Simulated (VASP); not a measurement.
Li, 16 atoms in the cell. The typed cell holds 16 atoms: a = 7.094 Å, b = 7.094 Å, c = 7.094 Å, α = 90.00°, β = 90.00°, γ = 90.00°. The cell was built by a generator and needn't be a form met in nature.

| Quantity | Value |
| --- | --- |
| Program | VASP 6.6.1 |
| Task | single point |
| Functional | PBE |
| Potentials or basis | VASP PAW PBE potentials, release 64 (Li_sv) |
| Cutoff | 520 eV |
| k mesh | 2 × 2 × 2 |
| Occupations | fermi-dirac, width 0.16 eV |
| Spin | no spin polarisation |
| Dipole correction | no |
| Further INCAR settings | LREAL = Auto; ALGO = Normal; EDIFF = 1e-06; NBANDS = 38 |

Potentials or basis: VASP PAW PBE potentials, release 64 (Li_sv).

The run is started by

```bash
$ cat potpaw_PBE.64/Li_sv/POTCAR > POTCAR
$ mpirun -np 1 vasp_std > vasp.out
```

Hardware: 1 thread of Intel(R) Xeon(R) Platinum 8259CL CPU @ 2.50GHz (Skylake/Cascade Lake) (shared host).

Estimate the wall time of this run.

Run time: 2.3 min on 1 thread of Intel(R) Xeon(R) Platinum 8259CL CPU @ 2.50GHz (Skylake/Cascade Lake) (shared host), peak memory 0.37 GiB. Counts: scf iterations 14, k points 8.
